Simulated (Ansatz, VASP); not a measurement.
## Sb in VASP and in Ansatz

INCAR

```
PREC = Accurate
ENCUT = 520
EDIFF = 1E-7
ISMEAR = -1
SIGMA = 0.05
LREAL = F
LASPH = T
NELM = 60
ALGO = Normal
ISIF = 2
LWAVE = F
LCHARG = F
GGA = PE
NBANDS = 8
```

The input KPOINTS:

```
Automatic mesh
0
Gamma
  13 13 13
```

POSCAR

```
Sb
1.0
    3.1600000000     -0.0158000000     -0.0158000000
   -0.0158000000      3.1600000000     -0.0158000000
   -0.0158000000     -0.0158000000      3.1600000000
Sb
1
Direct
    0.0000000000      0.0000000000      0.0000000000
```

Input for Ansatz:

```yaml
crystal:
  lattice:
    - [3.16, -0.0158, -0.0158]
    - [-0.0158, 3.16, -0.0158]
    - [-0.0158, -0.0158, 3.16]
  atoms:
    - { symbol: Sb, position: [0.0, 0.0, 0.0] }
kpoints:
  mp_grid: { grid: [13, 13, 13] }
  band_path:
    path:
      - [0.0, 0.0, 0.0]
      - [0.5, 0.0, 0.0]
      - [0.5, -0.5, 0.5]
      - [0.4901240068, -0.5098759932, 0.4901240068]
      - [0.4901240068, 0.4901240068, 0.4901240068]
      - [0.0, 0.0, 0.0]
      - [0.5, -0.5, 0.0]
    npoints: 5
scf:
  occupations: { method: fermi_dirac, width: 0.05 }
hamiltonian:
  xc: pbe
  pseudopotentials: { kind: all_electron, lapw: { basis_error: 0.001 } }
output:
  forces: true
  stress: true
  eigenvalues: true
```

Change from the starting cell: equal xy, yz and zx shear strains of -1 %.

Alike in both runs: task single point; functional PBE; k mesh 13 × 13 × 13; occupations fermi-dirac, width 0.05 eV; no spin polarisation.

```csv
,VASP,Ansatz
version,VASP 6.6.1,Ansatz 0.2.0
potentials or method,"VASP PAW PBE potentials, release 64 (Sb)","all-electron LAPW, scalar-relativistic"
plane-wave cutoff (eV),520,see its input
```

|  | VASP | Ansatz | Ansatz less VASP |
| --- | --- | --- | --- |
| pressure (GPa) | -2.6 | -2.5 | +0.05 |
| largest component of the traceless stress (GPa) | 0.13 | 0.13 | 0.000 |

Ansatz ran all-electron here, so the differences hold the error of VASP's frozen core and of both bases.

The runs have no spin-orbit coupling, so splittings on Sb are missing.
